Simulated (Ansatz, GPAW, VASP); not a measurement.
# One calculation of Ag, 4 ways

```
Ag
1.0
     0.00000    2.04275    2.04275
     2.04275    0.00000    2.04275
     2.04275    2.04275    0.00000
Ag
1
Direct
  0.00000 0.00000 0.00000
```

Alike in all runs: task single point; functional PBE; k mesh 11 × 11 × 11; occupations gaussian, width 0.014 eV; no spin polarisation; no spin-orbit coupling. Pressure is positive in compression and, in plane waves, holds the error of the finite cutoff, which Ansatz's Pulay term estimates and takes out.

| program and potentials | plane-wave cutoff (eV) | notes | pressure (GPa) |
| --- | --- | --- | --- |
| Ansatz, Ansatz PAW | 420 | 19 valence electrons an atom on average; Pulay term of +0.07 GPa included | 4.27 |
| VASP, PBE PAW files Ag, 520 eV | 520 | 11 valence electrons an atom on average | 4.09 |
| Ansatz, all-electron LAPW, scalar-relativistic | - | - | 4.25 |
| GPAW, GPAW PAW data sets (gpaw-data 1.2.1) | 600 | 17 valence electrons an atom on average | 4.20 |

The pressure spans 4.09 (VASP, PBE PAW files Ag, 520 eV) to 4.27 GPa (Ansatz, Ansatz PAW), with all-electron results at 4.25.

Differences between rows come from potentials, basis sets and numerical settings, since the functional is the same but for its coding. Runs on potential files found faulty are left out.
